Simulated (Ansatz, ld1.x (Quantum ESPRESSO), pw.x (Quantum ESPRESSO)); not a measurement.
## pw.x on fcc Fe: one setting changed

Potential: ultrasoft, ld1.x (Quantum ESPRESSO) 7.5, PBEsol; core [Ne] 3s2, reference 3p6 3d6 4s2 4p0; waves: 4s (bound): rcut 2.45, rcutus 2.80 bohr; 4s channel at 1.2 Ry: rcut 2.45, rcutus 2.80 bohr; 3p (bound): rcut 1.40, rcutus 1.50 bohr; 4p (bound, empty): rcut 1.40, rcutus 1.50 bohr; 3d (bound): rcut 1.20, rcutus 1.60 bohr; 3d channel at 4.55 Ry: rcut 1.20, rcutus 1.60 bohr; local part: all-electron potential smoothed inside 1.45 bohr (lloc = -2); core correction: Bessel-smoothed model core inside 1.10 bohr; augmentation: PSQ, radius 1.00 bohr.

The reference run (k-mesh 16³, cutoffs 100/800 Ry, Fermi–Dirac 0.01 Ry, mixing_beta 0.4, conv_thr 1e-9, no spin) gives 2.38 GPa at 9.882 Å³/atom, where all-electron LAPW gives 0.60 GPa. This run, with its own iteration cap, changes startingwfc to atomic.

```
&control
  calculation='scf', prefix='x', pseudo_dir='./', outdir='./tmp', tstress=.true., disk_io='none'
/
&system
  ibrav=0, nat=1, ntyp=1, ecutwfc=100, ecutrho=800, nbnd=15,
  occupations='smearing', smearing='fd', degauss=0.01
/
&electrons
  conv_thr=1e-09, mixing_beta=0.4, electron_maxstep=60, startingwfc='atomic'
/
ATOMIC_SPECIES
Fe 1.0 Fe.UPF
CELL_PARAMETERS angstrom
  0.00000000 1.70322341 1.70322341
  1.70322341 0.00000000 1.70322341
  1.70322341 1.70322341 0.00000000
ATOMIC_POSITIONS crystal
Fe 0.0000 0.0000 0.0000
K_POINTS automatic
16 16 16 0 0 0
```

```bash
pw.x < Fe.scf.in > Fe.scf.out
```

**Question.** How does the run end?

**Answer.** It converges in 8 iterations; the free energy moves by +0.0 meV/atom and the pressure by +0.00 GPa. The result is that of the reference run.

```
Message from routine setup:
     using ibrav=0 with symmetry is DISCOURAGED, use correct ibrav instead
     lattice parameter (alat)  =       4.5518  a.u.
     unit-cell volume          =      66.6870 (a.u.)^3
     number of electrons       =        14.00
     number of Kohn-Sham states=           15
     kinetic-energy cutoff     =     100.0000  Ry
     charge density cutoff     =     800.0000  Ry
     scf convergence threshold =      1.0E-09
     Exchange-correlation= PBESOL
     number of k points=   145  Fermi-Dirac smearing, width (Ry)=  0.0100
     iteration #  1     ecut=   100.00 Ry     beta= 0.40
     total energy              =    -183.85075074 Ry
     estimated scf accuracy    <       0.06648654 Ry
     iteration #  2     ecut=   100.00 Ry     beta= 0.40
     total energy              =    -183.87024356 Ry
     estimated scf accuracy    <       0.01496282 Ry
     iteration #  3     ecut=   100.00 Ry     beta= 0.40
     total energy              =    -183.87286194 Ry
     estimated scf accuracy    <       0.00027287 Ry
     [... 2 iterations left out ...]
     iteration #  6     ecut=   100.00 Ry     beta= 0.40
     total energy              =    -183.87292203 Ry
     estimated scf accuracy    <       0.00000028 Ry
     iteration #  7     ecut=   100.00 Ry     beta= 0.40
     total energy              =    -183.87292200 Ry
     estimated scf accuracy    <       0.00000008 Ry
     iteration #  8     ecut=   100.00 Ry     beta= 0.40
     the Fermi energy is    20.0870 ev
!    total energy              =    -183.87292202 Ry
     estimated scf accuracy    <          4.0E-10 Ry
     smearing contrib. (-TS)   =      -0.00722102 Ry
     The total energy is F=E-TS. E is the sum of the following terms:
     one-electron contribution =     -57.58470189 Ry
     hartree contribution      =      41.43088796 Ry
     xc contribution           =     -28.11302880 Ry
     ewald contribution        =    -139.59885828 Ry
     convergence has been achieved in   8 iterations
          total   stress  (Ry/bohr**3)                   (kbar)     P=       23.76
     Message from routine punch:
     Nothing written, as per user request (disk_io='none')
```

The run took about 34 s on one core of a shared host (Neoverse-V2, 192 threads, 1485 GiB, load 106).
